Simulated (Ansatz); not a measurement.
Input and command of a calculation in Ansatz (plane waves; scalar-relativistic PAW potentials unless the input names others):

```yaml
crystal:
  lattice:
    - [3.115485979, 0.0, 0.0]
    - [-1.5577429895, 2.6980900029, 0.0]
    - [0.0, 0.0, 5.3778921237]
  atoms:
    - { symbol: Hf, position: [0.6666666667, 0.3333333333, 0.75] }
    - { symbol: Hf, position: [0.3333333333, 0.6666666667, 0.25] }
    - { symbol: "N", position: [0.0, 0.0, 0.0] }
    - { symbol: "N", position: [0.0, 0.0, 0.5] }
basis:
  ecutwfc: "200 eV"
kpoints:
  mp_grid: { grid: [18, 18, 8] }
hamiltonian:
  xc: lda
scf:
  occupations: { method: fermi_dirac, width: 0.15 }
output:
  forces: true
  eigenvalues: true
  stress: true
```

```bash
ansatz run input.yaml --threads 1 --pin off --max-ram 3072MiB --backend cpu --events-out ev --progress --plain --runs-dir out
```

Abridged log:
```
Warning: basis.ecutwfc = 200 eV is below the records' recommended 420 eV, and the density's cutoff is lower with it unless basis.ecutrho_ratio is high enough to keep the records' density cutoff: compare with a run at a higher cutoff
Basis set: ecut = 200 eV, 301 PW (Γ)
Bands: 39, of which v1, the nominal top of the filled ones, is band 31 counted from 1 (30 counted from 0)
Symmetry: 24 space group operations
k-points: 185 of 2592
SCF iter   1: F=—  HF=-31694.662554 eV  |F-HF|=—  |Δ(HF+E_count)|=         —  Δρ=9.26e-2  dr2=2.14e0  ethr=1.77e-3  ⟨swp⟩=4.5  Hψ=23054  notcnv=0  defer=5
SCF iter   2: F=—  HF=-31691.503285 eV  |F-HF|=—  |Δ(HF+E_count)|=    3.16e0  Δρ=3.21e-2  dr2=2.01e-1  ethr=1.77e-3  ⟨swp⟩=2.0  Hψ=15799  notcnv=0  defer=111
SCF iter   3: F=—  HF=-31691.095521 eV  |F-HF|=—  |Δ(HF+E_count)|=   4.08e-1  Δρ=1.04e-2  dr2=3.63e-2  ethr=3.24e-4  ⟨swp⟩=2.0  Hψ=14208  notcnv=0  defer=111
SCF iter   4: F=—  HF=-31691.081470 eV  |F-HF|=—  |Δ(HF+E_count)|=   1.41e-2  Δρ=1.96e-3  dr2=1.91e-3  ethr=5.85e-5  ⟨swp⟩=1.9  Hψ=7748  notcnv=0  defer=110
SCF iter   5: F=—  HF=-31691.081079 eV  |F-HF|=—  |Δ(HF+E_count)|=   3.91e-4  Δρ=6.47e-4  dr2=8.85e-5  ethr=3.08e-6  ⟨swp⟩=2.0  Hψ=12879  notcnv=0  defer=110
SCF iter   6: F=—  HF=-31691.081007 eV  |F-HF|=—  |Δ(HF+E_count)|=   7.24e-5  Δρ=1.41e-4  dr2=1.04e-5  ethr=1.43e-7  ⟨swp⟩=2.0  Hψ=11387  notcnv=0  defer=108
SCF iter   7: F=—  HF=-31691.081003 eV  |F-HF|=—  |Δ(HF+E_count)|=   3.88e-6  Δρ=5.74e-5  dr2=1.86e-6  ethr=1.67e-8  ⟨swp⟩=2.0  Hψ=12480  notcnv=0  defer=108
SCF iter   8: F=-31691.081002 eV  HF=-31691.081002 eV  |F-HF|=3.18e-8  |Δ(HF+E_count)|=   5.31e-7  Δρ=1.15e-5  dr2=7.02e-8  ethr=1.61e-10  ⟨swp⟩=4.5  Hψ=24241  notcnv=0
SCF 1 converged in 8 iterations: F = -31691.081002 eV  dr2 = 7.02e-8
SCF converged after 8 iterations
Free energy (F): -31691.081002 eV
Harris-Foulkes:  -31691.081002 eV  (|F-HF|=3.18e-8)
Internal energy: -31691.010405 eV  (E = F + TS)
E sigma→0 (E₀):  -31691.045704 eV
Entropy (-TS):   -0.070597 eV (-17.649 meV/atom)
Fermi energy:    23.475266 eV
--- Forces (eV/Å), atoms counted from 1 ---
  atom   1  Hf     0.00000000     0.00000000     0.00000000
  atom   2  Hf     0.00000000     0.00000000     0.00000000
  atom   3  N      0.00000000     0.00000000     0.00000000
  atom   4  N      0.00000000     0.00000000     0.00000000
--- Stress (GPa, compression-positive) ---
       -5.250919       0.000000       0.000000
        0.000000      -5.250919       0.000000
        0.000000       0.000000      -3.716550
  P = ⅓ Tr σ = -4.7395 GPa (-47.395 kbar)
```

Apart from outputs, empty bands and the relaxation, which only the reference makes, the input differs from a reference run on usual settings in hamiltonian.xc: "pbesol" → "lda"; basis.ecutwfc: 420 → "200 eV". The reference, at the same geometry, ended its own course with pressure 3.00 GPa, largest force 0.000 eV/Å, no gap on the mesh. This run converged in 8 SCF iterations with a total energy on another zero, pressure -4.74 GPa, largest force 0.000 eV/Å, no gap on the mesh. Its cutoff is looser than usual. The Hamiltonian differs as well, so the change in the result can't be put down to that alone.

Time: 7.6 s on 1 thread of Intel(R) Xeon(R) Platinum 8259CL CPU @ 2.50GHz (Skylake/Cascade Lake), with other jobs on the host, peak memory 0.44 GiB.